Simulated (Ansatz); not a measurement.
Rows from a G0W0 calculation on S vacancy (charge +2) in BeS (31-atom cell) (Ansatz 0.2.0; G0W0 on LDA, plane waves, PAW; PAW set soft_1; 2×2×2 mesh, 543 empty bands, screening to 90 eV, PAW set soft_1 files), in eV. Spin-orbit coupling is left out.

| row | k | band | start | Σx | Σc at the solution | Vxc |
| --- | --- | --- | --- | --- | --- | --- |
| A | Γ | c2 | 8.050 | -5.483 | -3.772 | -10.113 |
| B | Γ | c1 | 6.411 | -4.881 | -3.607 | -9.250 |
| C | Γ | c5 | 9.264 | -5.520 | -4.175 | -10.642 |
| D | Γ | v4 | 3.771 | -18.110 | 2.317 | -15.224 |
| E | Γ | v1 | 4.424 | -18.413 | 2.146 | -15.757 |
| F | Γ | c4 | 8.556 | -4.995 | -3.876 | -9.601 |

**Question.** Give the quasiparticle energies and the shift of each level.

The quasiparticle equation reads E = start + Σx + Σc(E) − Vxc.

| row | E (eV) | shift (eV) |
| --- | --- | --- |
| A | 8.908 | +0.857 |
| B | 7.173 | +0.762 |
| C | 10.211 | +0.947 |
| D | 3.202 | −0.569 |
| E | 3.915 | −0.509 |
| F | 9.286 | +0.730 |

Limits: not at the basis limit; charged cell, levels uncorrected; coarse k mesh.

[Runs of the session that timed out or met a known fault of the program may be left out.]

[Cells called generated may have been cut or substituted from an entry of the Crystallography Open Database or the Materials Project.]

[Hosts, paths, dates, database ids (printed as entryN), source tags and the programs' standing remarks are cut or masked in the printed files.]
